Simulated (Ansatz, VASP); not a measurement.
Two plane-wave programs on CaB2

File INCAR:

```
SYSTEM = CaB2
PREC = Accurate ; ENCUT = 520
EDIFF = 1E-6 ; ISMEAR = 1
SIGMA = 0.05 ; LREAL = .FALSE.
LASPH = .TRUE. ; NELM = 60
ALGO = Normal ; ISIF = 2
LWAVE = .FALSE. ; LCHARG = .TRUE.
GGA = PE ; LELF = .TRUE.
LVHAR = .TRUE. ; NBANDS = 15
```

File KPOINTS:

```
Automatic mesh
0
G
  12 12 9
  0 0 0
```

Contents of POSCAR:

```
CaB2
1.0
    3.2264302800      0.0000000000      0.0000000000
   -1.6132151400      2.7941705900      0.0000000000
    0.0000000000      0.0000000000      4.0673920000
Ca B
1 2
Direct
    0.0000000000      0.0000000000      0.0000000000
    0.3333333333      0.6666666667      0.5000000000
    0.6666666667      0.3333333333      0.5000000000
```

Input for Ansatz:

```yaml
crystal:
  lattice:
    - [3.22643028, 0.0, 0.0]
    - [-1.61321514, 2.79417059, 0.0]
    - [0.0, 0.0, 4.067392]
  atoms:
    - { symbol: Ca, position: [0.0, 0.0, 0.0] }
    - { symbol: B, position: [0.3333333333333333, 0.6666666666666666, 0.5] }
    - { symbol: B, position: [0.6666666666666666, 0.3333333333333333, 0.5] }
basis:
  ecutwfc: 510.0
kpoints:
  mp_grid:
    grid: [12, 12, 9]
hamiltonian:
  xc: pbe
scf:
  max_iter: 70
  convergence:
    dr2_threshold: 1.0e-09
  occupations:
    method: cold
    width: 0.05
output:
  stress: true
```

The cell comes from a database or a generator and needn't be the stable form of this composition.

Alike in both runs: task single point; functional PBE; k mesh 12 × 12 × 9; no spin polarisation.

```csv
,VASP,Ansatz
version,VASP 6.6.1,Ansatz 0.2.0
potentials or method,"VASP PAW PBE potentials, release 64 (Ca_sv, B)","plane waves, PAW"
plane-wave cutoff (eV),520,510
occupations,"methfessel-paxton of order 1, width 0.05 eV","cold, width 0.05 eV"
valence electrons in the cell,16,16
```

|  | VASP | Ansatz | Ansatz less VASP |
| --- | --- | --- | --- |
| pressure (GPa) | -0.2 | -0.5 | -0.30 |
| largest component of the traceless stress (GPa) | 0.42 | 0.26 | -0.157 |

Ansatz warned: «stress_scf_threshold_loose».
